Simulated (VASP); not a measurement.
# AlCo2: single point with PBE

The system is AlCo2.

```xyz
6
Lattice="0.0000 3.2642 3.2642 3.2642 0.0000 3.2642 3.2642 3.2642 0.0000" Properties=species:S:1:pos:R:3 pbc="T T T"
Co    4.0802    4.0802    4.0802
Co    4.0802    2.4481    2.4481
Co    2.4481    2.4481    4.0802
Co    2.4481    4.0802    2.4481
Al    0.0000    0.0000    0.0000
Al    1.6321    1.6321    1.6321
```

The cell was built by a generator and needn't be a form met in nature.

* Program: VASP 6.6.1
* Task: single point
* Functional: PBE
* Potentials or basis: VASP PAW PBE potentials, release 64 (Co, Al)
* Cutoff: 520 eV
* k mesh: 5 × 5 × 5
* Occupations: fermi-dirac, width 0.05 eV
* Spin: no spin polarisation
* Dipole correction: no
* Further INCAR settings: ALGO = Normal; EDIFF = 1e-06; NBANDS = 30

- Pressure: 3.3 GPa
- Band gap on the k mesh: none (metal or under the smearing width)

Levels at points of the mesh, in eV from the Fermi level:
```tsv
k point	band 18	band 19	band 20	band 21	band 22	band 23	band 24	band 25
(0.00, 0.00, 0.00)	-0.46	-0.46	-0.36	-0.36	0.03	0.95	0.95	0.95
```

Wall time 40 s on 1 thread of AMD EPYC 7R43 64-Core Processor (Zen 3), on a shared host, peak memory 0.17 GiB.

Spin polarisation is off, so any magnetic state and its effect on volume and gap are missing.
